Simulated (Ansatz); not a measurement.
Run on Fe (I4/mmm) — stretched by 2 % along z at fixed volume; collinear moments without spin–orbit coupling

All numbers below come from DFT, PBE, PAW with Ansatz's default frozen-core files, scalar-relativistic in Ansatz.

Command: `ansatz run input.yaml --threads 4 --pin off --max-ram 8192MiB --backend cpu --events-out ev --progress --plain --runs-dir out`

```yaml
crystal:
  lattice:
    - [-1.4287829046, 1.4287829046, 1.47186]
    - [1.4287829046, -1.4287829046, 1.47186]
    - [1.4287829046, 1.4287829046, -1.47186]
  atoms:
    - { symbol: Fe, position: [0.0, 0.0, 0.0], spin: 3.0 }
magnetization:
  spin_polarized: true
kpoints:
  mp_grid: { grid: [11, 11, 11] }
scf:
  occupations: { method: fermi_dirac, width: 0.1 }
  lower_state_search: "off"
hamiltonian:
  xc: pbe
  pseudopotentials: { kind: paw }
output:
  forces: true
  stress: true
  eigenvalues: true
  write_density: true
  write_potential: true
  elf: true
  volumetric_format: npy
```

Log:

```
Engine: ansatz 0.2.0
Pseudopotentials: kind: paw
Pseudopotential: Fe, paw, valence charge 16, recommended cutoff 420 eV (normal), Fe.paw.azcp
Functional definition: PBE
  parameter kappa = 0.804
  parameter beta = 0.06672455060314922
  exchange = pbe_x(kappa = kappa, mu = beta*pi^2/3)
  correlation = pbe_c(beta = beta)
Crystal: 1 atoms, lattice volume = 12.019 Å³
Basis set: ecut = 420 eV, 225 PW (Γ), exchange–correlation on 36×36×36 points (8 copies of the dense FFT grid, shifted against one another)
Bands: 14, of which v1, the nominal top of the filled ones, is band 8 counted from 1 (7 counted from 0)
Symmetry: 16 space group operations
Space group: I4/mmm (ITA 139), of the structure as read, at distance tolerance 2.3e-5 Å
Magnetic group: BNS 139.531 (UNI 1191), of the structure as read, at distance tolerance 2.3e-5 Å
k-points: 126 of 1331
Non-local potential: Fe, projectors of the file, l = 0: 3, l = 1: 2, l = 2: 3, l = 3: 1
PAW form: soft (Blöchl's): semilocal exchange-correlation on the pseudo side does not see the compensation charge
PAW one-centre angular grid: Fe, 590 points (default); XC on 64 Gauss nodes
Initial density: superposition of atomic densities (chi_scale 0.1, normalization cell)
Starting moments: Σ|m| = 3 μB on 1 of 1 site
Initial wavefunctions: pseudopotential atomic-orbital guess
Functional: x = pbe(κ = 0.804, μ = 0.2195149727645171), c = pbe(β = 0.06672455060314922)
iter 1 solved again at ethr=1.42e-3 eV; its pass at ethr=3.10e-3 eV (dr2=2.27e-1 eV) is discarded
SCF iter   1: F=—  HF=-4480.438971 eV  |F-HF|=—  |Δ(HF+E_count)|=         —  Δρ=4.10e-2 (↑4.10e-2 ↓3.26e-2)  dr2=2.27e-1  dr2_m=6.48e-2  M=2.515 μB ∫|m|=2.561 μB  β_m=0.30  ethr=1.42e-3  ⟨swp⟩=1.0  Hψ=22108  notcnv=0
Mixer restart at iter 1: flushing history
preconditioner: auto → none  [metal: Δε(μ)=0.009 eV  Ē_g=14.414 eV  σ=0.100 eV  W_gap=0.02  n_scr=0 (ndim 8)  ℏωp=30.3 eV  f_vac=0.000  D(μ)=1.04/eV (n_scr^D=12)]
spin-set hold released at iteration 1 (the charge has settled, or the pull on large starting moments outlasts its swing): the magnetisation degrees of freedom join the quasi-Newton model from the next iteration; the mixer history was flushed
SCF iter   2: F=—  HF=-4480.430229 eV  |F-HF|=—  |Δ(HF+E_count)|=   8.74e-3  Δρ=1.92e-2 (↑1.46e-2 ↓1.92e-2)  dr2=3.16e-3  dr2_m=2.83e-2  M=2.522 μB ∫|m|=2.580 μB  β_m=0.33  ethr=1.42e-3  ⟨swp⟩=2.3  Hψ=5551  notcnv=0
SCF iter   3: F=—  HF=-4480.444540 eV  |F-HF|=—  |Δ(HF+E_count)|=   1.43e-2  Δρ=1.55e-2 (↑1.51e-2 ↓1.55e-2)  dr2=9.04e-3  dr2_m=2.11e-2  M=2.468 μB ∫|m|=2.545 μB  β_m=0.59  ethr=1.97e-5  ⟨swp⟩=2.0  Hψ=7769  notcnv=0  defer=6
SCF iter   4: F=—  HF=-4480.474489 eV  |F-HF|=—  |Δ(HF+E_count)|=   2.99e-2  Δρ=6.89e-3 (↑5.96e-3 ↓6.89e-3)  dr2=1.11e-4  dr2_m=4.51e-3  M=2.356 μB ∫|m|=2.481 μB  β_m=0.81  ethr=1.97e-5  ⟨swp⟩=2.0  Hψ=7204  notcnv=0  defer=25
SCF iter   5: F=—  HF=-4480.478786 eV  |F-HF|=—  |Δ(HF+E_count)|=   4.30e-3  Δρ=5.92e-3 (↑5.92e-3 ↓3.32e-3)  dr2=6.17e-3  dr2_m=4.36e-4  M=2.267 μB ∫|m|=2.408 μB  β_m=0.81  ethr=6.96e-7  ⟨swp⟩=2.0  Hψ=6555  notcnv=0  defer=25
SCF iter   6: F=—  HF=-4480.478279 eV  |F-HF|=—  |Δ(HF+E_count)|=   5.07e-4  Δρ=1.06e-3 (↑9.38e-4 ↓1.06e-3)  dr2=3.53e-6  dr2_m=1.08e-4  M=2.294 μB ∫|m|=2.425 μB  β_m=0.91  ethr=6.96e-7  ⟨swp⟩=2.0  Hψ=6295  notcnv=0  defer=28
SCF iter   7: F=—  HF=-4480.478320 eV  |F-HF|=—  |Δ(HF+E_count)|=   4.15e-5  Δρ=1.20e-4 (↑1.20e-4 ↓7.91e-5)  dr2=9.08e-7  dr2_m=7.08e-7  M=2.287 μB ∫|m|=2.417 μB  β_m=0.91  ethr=2.21e-8  ⟨swp⟩=2.0  Hψ=5621  notcnv=0  defer=28
SCF iter   8: F=—  HF=-4480.478321 eV  |F-HF|=—  |Δ(HF+E_count)|=   5.17e-7  Δρ=3.13e-5 (↑2.31e-5 ↓3.13e-5)  dr2=1.30e-7  dr2_m=1.20e-8  M=2.288 μB ∫|m|=2.417 μB  β_m=0.85  ethr=5.68e-9  ⟨swp⟩=2.7  Hψ=5315  notcnv=0  defer=28
SCF iter   9: F=-4480.478321 eV  HF=-4480.478321 eV  |F-HF|=1.80e-9  |Δ(HF+E_count)|=   3.02e-8  Δρ=1.52e-5 (↑9.40e-6 ↓1.52e-5)  dr2=3.48e-9  dr2_m=1.64e-8  M=2.288 μB ∫|m|=2.417 μB  ethr=6.25e-10  ⟨swp⟩=7.7  Hψ=18094  notcnv=0
SCF 1 converged in 9 iterations: F = -4480.478321 eV  dr2 = 3.48e-9
  greatest PAW one-centre occupation: 1.001 electrons in one spin orbital (limit 2), on the Fe atom at site 0 (counted from 0), in its partial waves of l = 1
SCF converged after 9 iterations
Magnetization: 2.2877 μB (9.1438 up, 6.8562 down)
Absolute magnetization: 2.4171 μB (∫|ρ↑−ρ↓|, with the PAW one-centre terms)
Spin contamination: 0.0427 ħ² per cell (⟨S²⟩ above its minimum at these occupations)
Per-site moments (μB) at R_I (Å): [(2.3427244147398936, 1.0311850734718837)]
Free energy (F): -4480.478321 eV
Harris-Foulkes:  -4480.478321 eV  (|F-HF|=1.80e-9)
Internal energy: -4480.443884 eV  (E = F + TS)
E sigma→0 (E₀):  -4480.461103 eV
Entropy (-TS):   -0.034437 eV (-34.437 meV/atom)
Fermi energy:    17.265717 eV
--- Per-component energies (eV) ---
  E_band       = -229.745695
  E_kinetic    = 348.824173
  E_local      = -2133.426858  (includes V_loc(G=0)·N_el)
  E_nonlocal   = 219.304723
  E_hartree    = 892.972784
  E_xc         = -117.283202
  E_vxc        = -150.980356  (∫ρ·V_xc dr)
  E_paw        = -1366.658043  (= ΣΔE_a)
  E_vpaw       = -299.410152  (= ΣTr[D̂ρ^β])
  E_aug_tail   = 0.000783  (compensation charges beyond the density's cutoff)
  E_ewald      = -2324.178245
  E_smearing   = -0.034437  (= −TS)
  E_closure    = 0.000000  (closes the sum)
  Σ components = -4480.478321   (vs F -4480.478321, Δ=0.00e0)
--- Forces (eV/Å), atoms counted from 1 ---
  atom   1  Fe    -0.00000000     0.00000000     0.00000000
  max |Σ_I F_I| component: 2.16e-32 eV/Å
--- Stress (GPa, compression-positive) ---
       -7.748776       0.000000       0.000000
        0.000000      -7.748776       0.000000
        0.000000       0.000000     -10.610520
  P = ⅓ Tr σ = -8.7027 GPa (-87.027 kbar)
--- Band table (eV; the first three rows and the last of 252) ---
  k-point 0 ↑: bands = ["-70.7537", "-36.5907", "-36.5907", "-36.5895", "9.0812", "15.0291", "15.0291", "15.1609", "16.1202", "16.2571", "40.7479", "41.3630", "41.3630", "46.0368"]
  k-point 1 ↑: bands = ["-70.7487", "-36.6180", "-36.5992", "-36.5911", "9.4148", "14.9374", "15.1431", "15.2013", "16.1369", "16.1811", "39.5595", "40.5437", "40.6934", "44.6720"]
  k-point 2 ↑: bands = ["-70.7352", "-36.6908", "-36.6249", "-36.5921", "10.3565", "14.6971", "15.0408", "15.6840", "16.0937", "16.1880", "35.8400", "38.8529", "40.1360", "41.7060"]
  k-point 125 ↓: bands = ["-67.8791", "-34.1609", "-34.1411", "-34.1354", "14.6538", "14.7007", "19.4307", "19.4485", "19.5795", "26.3980", "26.6423", "27.7171", "33.1533", "34.2073"]
```

Site moments (μB): Fe 2.34. Cell moment 2.29 μB.

The magnetic group in the log treats spin as a scalar label, without spin–orbit coupling.

The Ansatz runs typed with the search for lower states off end where their start leads. The magnetic state is the one that this cell and start allow. It needn't be the compound's measured order, which may need a larger cell or be absent.

It took 1.2 s on 4 threads of Arm Neoverse V1, on a shared host, peak memory 0.28 GiB.
